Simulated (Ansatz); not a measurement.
Runs of Ansatz 0.2.0 on Al. The structure is cubic, space group Fm-3m (No. 225). Conventional cell: a = 4.050 Å, b = 4.050 Å, c = 4.050 Å, α = 90.00°, β = 90.00°, γ = 90.00°. Al (site symmetry m-3m) has 12 Al at 2.86 Å as nearest neighbours. 

```tsv
task	level	potentials or basis	cell	k mesh	cutoff (eV)	points for each segment of the path	mesh quality	gap on the mesh (eV)	pressure (GPa)	V0 of scaled cells (Å³/atom)	B0 (GPa)
band structure	exchange-only PBE	Ansatz PAW	as given	11 × 11 × 11	420	14	not flagged	none	(a)	-	-
band structure	PBE	JTH PAW	as given	11 × 11 × 11	570	14	not flagged	none	-0.5	-	-
relaxation of cell and atoms	HSEsol	Ansatz PAW	relaxed	6 × 6 × 6	420	-	coarse	none	-	-	-
equation of state	PBE	Ansatz PAW	as given	11 × 11 × 11	420	-	not flagged	-	-	(b)	79
equation of state	SVWN5	Ansatz PAW	as given	11 × 11 × 11	420	-	not flagged	-	-	15.81	86
```

Alike in all rows: no spin polarisation; smearing fermi-dirac 0.05 eV.

Problem. Estimate the missing entries.

Solution. (a) 9.1; (b) 16.51.

Caveats: some runs use coarse meshes; the PAW data sets come from PBE, with cores solved anew for the run's functional, which leaves a small shift of forces and pressure (some runs); the potentials were made for another functional, which shifts forces and pressure (some runs); the plane-wave basis is chosen anew once the cell has moved, so the energies of steps on either side of that aren't comparable (some runs).

A k mesh can miss the band edges.

A gap of «none» marks a metal or a gap under the smearing width.

Not every run made on this cell is shown here.
